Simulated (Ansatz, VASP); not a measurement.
# Two plane-wave programs on Cd

```xyz
1
Lattice="2.8524 0.0000 0.0000 0.0000 2.8524 0.0000 0.0000 0.0000 2.8524" Properties=species:S:1:pos:R:3 pbc="T T T"
Cd    0.0000    0.0000    0.0000
```

The cell was built by a generator and needn't be a form met in nature.

Alike in both runs: functional LDA; k mesh 11 × 11 × 11; occupations fermi-dirac, width 0.1 eV; no spin polarisation.

Ansatz relaxed the structure, and its values are those at the end. VASP's run is a single point on that final structure, the one shown.

|  | VASP | Ansatz |
| --- | --- | --- |
| version | VASP 6.6.1 | Ansatz 0.2.0 |
| potentials or method | VASP PAW LDA potentials, release 64 (Cd) | plane waves (420 eV) with PAW, scalar-relativistic |
| plane-wave cutoff (eV) | 520 | 420 |
| valence electrons in the cell | 12 | 20 |

VASP gave:

| Item | Value |
| --- | --- |
| pressure (GPa) | 0.6 |

Problem. Estimate Ansatz's values.

Solution. Pressure (GPa): 0.0.

The two sets of potentials don't hold the same shells in valence. Ansatz warned: «pseudo_functional_mismatch».
